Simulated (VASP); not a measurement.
Set up this calculation in VASP 6.6.1, as the native input.

- Task: relaxation of cell and atoms
- Functional: PBE
- Potentials or basis: VASP PAW PBE potentials, release 64 (Pb_d, Se)
- Cutoff: 600 eV
- k mesh: 8 × 8 × 8
- Occupations: gaussian, width 0.03 eV
- Spin: no spin polarisation
- Further INCAR settings: ALGO = Normal; EDIFF = 1e-07; IBRION = 2; EDIFFG = -0.005; NSW = 90; ISIF = 3

The structure of PbSe (Clausthalite) lies in POSCAR:

```
PbSe                                    
1.0
    0.0000000000      3.1088316875      3.1088316875
    3.1088316875      0.0000000000      3.1088316875
    3.1088316875      3.1088316875      0.0000000000
  Pb              Se            
     1     1
Direct
     0.0000000000000000    0.0000000000000000    0.0000000000000000
     0.5000000000000000    0.5000000000000000    0.5000000000000000
```

The input as run:

INCAR

```
PREC     = Accurate       # precision mode
ENCUT    = 600            # plane-wave cutoff, eV
EDIFF    = 1E-7           # SCF threshold, eV
ISMEAR   = 0              # smearing method
SIGMA    = 0.03           # smearing width, eV
LREAL    = False          # projectors in reciprocal space
LASPH    = True           # aspherical terms in the spheres
NELM     = 80             # most SCF steps
ALGO     = Normal         # electronic algorithm
ISIF     = 3              # what is computed and relaxed
LWAVE    = False          # write WAVECAR
LCHARG   = False          # write CHGCAR
GGA      = PE             # functional
IBRION   = 2              # ionic algorithm
NSW      = 90             # ionic steps
EDIFFG   = -0.005         # ionic threshold
```

KPOINTS

```
regular mesh
0
Gamma
  8 8 8
```

Potentials or basis: VASP PAW PBE potentials, release 64 (Pb_d, Se).

Run with:

```sh
$ cat potpaw_PBE.64/Pb_d/POTCAR potpaw_PBE.64/Se/POTCAR > POTCAR
$ mpirun -np 1 vasp_std > vasp.out
```

Results of the run:

- Pressure after relaxing: 0.0 GPa
- Band gap on the k mesh: 0.44 eV, direct

Caveat: the relaxation stopped at its first step, so nothing moved; spin-orbit coupling is left out, which as a rule narrows the gap of such compounds by several tenths of an eV.

It took 16 s on 1 thread of AMD EPYC 9R45 96-Core Processor (Zen 5), with other jobs on the host, peak memory 0.19 GiB.
